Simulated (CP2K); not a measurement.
# Ge (P6_3/mmc) in CP2K: a series of runs, part 2 of 2

CP2K 2026.2. The steps go on from the part before.

### 3 Band structure, SCAN

The input, ge_bands.inp:

```
&GLOBAL
  PROJECT ge_bands
  RUN_TYPE ENERGY_FORCE
  PRINT_LEVEL LOW
&END GLOBAL
&FORCE_EVAL
  METHOD QS
  STRESS_TENSOR ANALYTICAL
  &DFT
    BASIS_SET_FILE_NAME BASIS_MOLOPT_UZH
    POTENTIAL_FILE_NAME POTENTIAL_UZH
    &MGRID
      CUTOFF 675
      REL_CUTOFF 60
      NGRIDS 4
    &END MGRID
    &QS
      METHOD GPW
      EPS_DEFAULT 1.0E-9
    &END QS
    &KPOINTS
      SCHEME MONKHORST-PACK 8 8 2
      GAMMA_CENTERED T
      SYMMETRY T
      SYMMETRY_BACKEND SPGLIB
    &END KPOINTS
    &SCF
      SCF_GUESS ATOMIC
      EPS_SCF 1.0E-6
      MAX_SCF 100
      ADDED_MOS 22
      CHOLESKY OFF
      EPS_EIGVAL 1.0E-7
      &DIAGONALIZATION ON
        ALGORITHM STANDARD
      &END DIAGONALIZATION
      &MIXING ON
        METHOD BROYDEN_MIXING
        ALPHA 0.4
        BETA 1.5
        NBUFFER 8
      &END MIXING
      &SMEAR ON
        METHOD FERMI_DIRAC
        ELECTRONIC_TEMPERATURE [K] 580.226
      &END SMEAR
    &END SCF
    &XC
      &XC_FUNCTIONAL
        &MGGA_X_SCAN
        &END MGGA_X_SCAN
        &MGGA_C_SCAN
        &END MGGA_C_SCAN
      &END XC_FUNCTIONAL
    &END XC
    &PRINT
      &KPOINTS ON
      &END KPOINTS
      &MULLIKEN ON
      &END MULLIKEN
      &MO ON
        ENERGIES T
        OCCUPATION_NUMBERS T
        &EACH
          QS_SCF 0
        &END EACH
        ADD_LAST NUMERIC
      &END MO
      &BAND_STRUCTURE
        FILE_NAME bands.bs
        ADDED_MOS 2
        &KPOINT_SET
          UNITS B_VECTOR
          NPOINTS 8
          SPECIAL_POINT GAMMA 0.00000000 0.00000000 0.00000000
          SPECIAL_POINT M 0.50000000 0.00000000 0.00000000
          SPECIAL_POINT K 0.33333333 0.33333333 0.00000000
          SPECIAL_POINT GAMMA 0.00000000 0.00000000 0.00000000
          SPECIAL_POINT A 0.00000000 0.00000000 0.50000000
          SPECIAL_POINT L 0.50000000 0.00000000 0.50000000
          SPECIAL_POINT H 0.33333333 0.33333333 0.50000000
          SPECIAL_POINT A 0.00000000 0.00000000 0.50000000
        &END KPOINT_SET
        &KPOINT_SET
          UNITS B_VECTOR
          NPOINTS 8
          SPECIAL_POINT L 0.50000000 0.00000000 0.50000000
          SPECIAL_POINT M 0.50000000 0.00000000 0.00000000
        &END KPOINT_SET
        &KPOINT_SET
          UNITS B_VECTOR
          NPOINTS 8
          SPECIAL_POINT K 0.33333333 0.33333333 0.00000000
          SPECIAL_POINT H 0.33333333 0.33333333 0.50000000
        &END KPOINT_SET
      &END BAND_STRUCTURE
    &END PRINT
  &END DFT
  &SUBSYS
    &CELL
      A 4.0031158814 0.0000000000 0.0000000000
      B -2.0015579407 3.4668000476 0.0000000000
      C 0.0000000000 0.0000000000 13.1567068600
      PERIODIC XYZ
    &END CELL
    &COORD
      Ge  -0.0000000002 2.3112000318 2.0516775238
      Ge  2.0015579409 1.1556000158 11.1050293362
      Ge  2.0015579409 1.1556000158 8.6300309538
      Ge  -0.0000000002 2.3112000318 4.5266759062
      Ge  0.0000000000 0.0000000000 1.2255319822
      Ge  0.0000000000 0.0000000000 11.9311748778
      Ge  0.0000000000 0.0000000000 7.8038854122
      Ge  0.0000000000 0.0000000000 5.3528214478
    &END COORD
    &KIND Ge
      BASIS_SET TZVP-MOLOPT-SCAN-GTH-q4
      POTENTIAL GTH-SCAN-q4
    &END KIND
    &PRINT
      &ATOMIC_COORDINATES ON
      &END ATOMIC_COORDINATES
      &CELL ON
      &END CELL
      &SYMMETRY ON
      &END SYMMETRY
    &END PRINT
  &END SUBSYS
  &PRINT
    &FORCES ON
    &END FORCES
    &STRESS_TENSOR ON
    &END STRESS_TENSOR
  &END PRINT
&END FORCE_EVAL
```

Potentials or basis: POTENTIAL_UZH Ge GTH-SCAN-q4; TZVP-MOLOPT-SCAN-GTH basis.

Launch:

```console
> OMP_NUM_THREADS=1 mpirun -n 3 cp2k.psmp -i ge_bands.inp -o ge_bands.out
```

It took 71 s on 3 MPI ranks of Arm Neoverse N1, shared host.

It converged, with:

```yaml
Free_energy: -863.5880 eV
Pressure: -3.6 GPa
Largest_force: 0.029 eV/Å
Band_gap_on_the_k_mesh: 0.38 eV, direct
Band_gap_along_the_path: 0.38 eV, direct
```

Forces on the atoms (eV/Å):
```
Ge   0.000  0.000 -0.029
Ge   0.000  0.000  0.029
Ge   0.000  0.000 -0.029
Ge   0.000  0.000  0.029
Ge   0.000  0.000  0.004
Ge   0.000  0.000 -0.004
Ge   0.000  0.000  0.004
Ge   0.000  0.000 -0.004
```

Levels at the corners of the path, in eV from the valence-band top:
| point | band 12 | band 13 | band 14 | band 15 | band 16 | band 17 | band 18 | band 19 | band 20 | band 21 |
| --- | --- | --- | --- | --- | --- | --- | --- | --- | --- | --- |
| Γ | -0.84 | -0.84 | -0.15 | 0.00 | 0.00 | 0.38 | 0.44 | 0.89 | 1.21 | 2.66 |
| M | -2.41 | -2.39 | -2.39 | -1.81 | -1.43 | 0.54 | 0.65 | 0.87 | 1.73 | 2.05 |
| K | -3.73 | -3.45 | -2.68 | -2.68 | -2.01 | 1.66 | 2.56 | 2.56 | 2.89 | 2.89 |
| Γ | -0.84 | -0.84 | -0.15 | 0.00 | 0.00 | 0.38 | 0.44 | 0.89 | 1.21 | 2.66 |
| A | -1.31 | -0.32 | -0.32 | -0.32 | -0.32 | 0.54 | 0.54 | 1.54 | 1.54 | 3.04 |
| L | -2.88 | -2.56 | -2.56 | -1.77 | -1.77 | 0.94 | 0.94 | 1.62 | 1.62 | 2.51 |
| H | -3.99 | -2.81 | -2.81 | -2.45 | -2.45 | 1.66 | 1.66 | 3.06 | 3.06 | 4.76 |
| A | -1.31 | -0.32 | -0.32 | -0.32 | -0.32 | 0.54 | 0.54 | 1.54 | 1.54 | 3.04 |
| L | -2.88 | -2.56 | -2.56 | -1.77 | -1.77 | 0.94 | 0.94 | 1.62 | 1.62 | 2.51 |
| M | -2.41 | -2.39 | -2.39 | -1.81 | -1.43 | 0.54 | 0.65 | 0.87 | 1.73 | 2.05 |
| K | -3.73 | -3.45 | -2.68 | -2.68 | -2.01 | 1.66 | 2.56 | 2.56 | 2.89 | 2.89 |
| H | -3.99 | -2.81 | -2.81 | -2.45 | -2.45 | 1.66 | 1.66 | 3.06 | 3.06 | 4.76 |

Caveat: the basis of atomic orbitals isn't converged, which shifts pressures, moduli and gaps.

### 4 Band structure, TASK

ge_bands.inp: that of step 3 with these lines changed.

```diff
@@ -14,3 +14,3 @@
       REL_CUTOFF 60
-      NGRIDS 4
+      NGRIDS 5
     &END MGRID
@@ -18,3 +18,3 @@
       METHOD GPW
-      EPS_DEFAULT 1.0E-9
+      EPS_DEFAULT 1.0E-10
     &END QS
@@ -44,3 +44,3 @@
         METHOD FERMI_DIRAC
-        ELECTRONIC_TEMPERATURE [K] 580.226
+        ELECTRONIC_TEMPERATURE 1160.45
       &END SMEAR
@@ -49,6 +49,6 @@
       &XC_FUNCTIONAL
-        &MGGA_X_SCAN
-        &END MGGA_X_SCAN
-        &MGGA_C_SCAN
-        &END MGGA_C_SCAN
+        &MGGA_X_TASK
+        &END MGGA_X_TASK
+        &LDA_C_PW
+        &END LDA_C_PW
       &END XC_FUNCTIONAL
@@ -70,6 +70,6 @@
         FILE_NAME bands.bs
-        ADDED_MOS 2
+        ADDED_MOS 6
         &KPOINT_SET
           UNITS B_VECTOR
-          NPOINTS 8
+          NPOINTS 10
           SPECIAL_POINT GAMMA 0.00000000 0.00000000 0.00000000
@@ -85,3 +85,3 @@
           UNITS B_VECTOR
-          NPOINTS 8
+          NPOINTS 10
           SPECIAL_POINT L 0.50000000 0.00000000 0.50000000
@@ -91,3 +91,3 @@
           UNITS B_VECTOR
-          NPOINTS 8
+          NPOINTS 10
           SPECIAL_POINT K 0.33333333 0.33333333 0.00000000
@@ -106,10 +106,11 @@
     &COORD
-      Ge  -0.0000000002 2.3112000318 2.0516775238
-      Ge  2.0015579409 1.1556000158 11.1050293362
-      Ge  2.0015579409 1.1556000158 8.6300309538
-      Ge  -0.0000000002 2.3112000318 4.5266759062
-      Ge  0.0000000000 0.0000000000 1.2255319822
-      Ge  0.0000000000 0.0000000000 11.9311748778
-      Ge  0.0000000000 0.0000000000 7.8038854122
-      Ge  0.0000000000 0.0000000000 5.3528214478
+      SCALED
+      Ge  0.3333333333 0.6666666667 0.1559415700
+      Ge  0.6666666667 0.3333333333 0.8440584300
+      Ge  0.6666666667 0.3333333333 0.6559415700
+      Ge  0.3333333333 0.6666666667 0.3440584300
+      Ge  0.0000000000 0.0000000000 0.0931488400
+      Ge  0.0000000000 0.0000000000 0.9068511600
+      Ge  0.0000000000 0.0000000000 0.5931488400
+      Ge  0.0000000000 0.0000000000 0.4068511600
     &END COORD
@@ -124,4 +125,2 @@
       &END CELL
-      &SYMMETRY ON
-      &END SYMMETRY
     &END PRINT
```

Launch:

```console
> OMP_NUM_THREADS=1 mpirun -n 3 cp2k.psmp -i ge_bands.inp -o ge_bands.out
```

Run time: 61 s. Hardware: 3 MPI ranks of Arm Neoverse N1, shared host.

The run converged. Its results:

```yaml
Free_energy: -868.8371 eV
Pressure: -2.1 GPa
Largest_force: 0.029 eV/Å
Band_gap_on_the_k_mesh: 0.26 eV, direct
Band_gap_along_the_path: 0.26 eV, direct
```

Forces on the atoms (eV/Å):
```
Ge   0.000  0.000 -0.029
Ge   0.000  0.000  0.029
Ge   0.000  0.000 -0.029
Ge   0.000  0.000  0.029
Ge   0.000  0.000 -0.007
Ge   0.000  0.000  0.007
Ge   0.000  0.000 -0.007
Ge   0.000  0.000  0.007
```

Levels at the corners of the path, in eV from the valence-band top:
```tsv
point	band 14	band 15	band 16	band 17	band 18	band 19
Γ	-0.16	0.00	0.00	0.26	0.38	0.86
M	-2.67	-2.02	-1.62	0.60	0.81	1.10
K	-2.96	-2.96	-2.27	1.76	2.74	2.74
Γ	-0.16	0.00	0.00	0.26	0.38	0.86
A	-0.38	-0.38	-0.38	0.54	0.54	1.46
L	-2.80	-2.00	-2.00	1.12	1.12	1.75
H	-3.10	-2.73	-2.73	1.90	1.90	3.20
A	-0.38	-0.38	-0.38	0.54	0.54	1.46
L	-2.80	-2.00	-2.00	1.12	1.12	1.75
M	-2.67	-2.02	-1.62	0.60	0.81	1.10
K	-2.96	-2.96	-2.27	1.76	2.74	2.74
H	-3.10	-2.73	-2.73	1.90	1.90	3.20
```

Caveat: the potentials were made for another functional, which shifts forces and pressure; the basis of atomic orbitals isn't converged, which shifts pressures, moduli and gaps.

### 5 Overview

| level | smearing | EPS_DEFAULT | NGRIDS | points a segment of the path (NPOINTS) | bands added on the path | gap on the mesh (eV) | pressure (GPa) | largest force (eV/Å) |
| --- | --- | --- | --- | --- | --- | --- | --- | --- |
| r2SCAN | fermi-dirac 0.05 eV | 1.0E-10 | 5 | 8 | 6 | 0.30 | -3.5 | 0.03 |
| SCAN | fermi-dirac 0.05 eV | 1.0E-9 | 4 | 8 | 2 | 0.38 | -3.6 | 0.03 |
| TASK | fermi-dirac 0.1 eV | 1.0E-10 | 5 | 10 | 6 | 0.26 | -2.1 | 0.03 |

Alike in all rows: task band structure; potentials or basis POTENTIAL_UZH Ge GTH-SCAN-q4; TZVP-MOLOPT-SCAN-GTH basis; no spin polarisation; cell as given; k mesh 8 × 8 × 2.

Caveats: the basis of atomic orbitals isn't converged, which shifts pressures, moduli and gaps; the potentials were made for another functional, which shifts forces and pressure (some runs).

Total energies depend on the potentials used, so only differences within one code and one set of settings carry meaning.
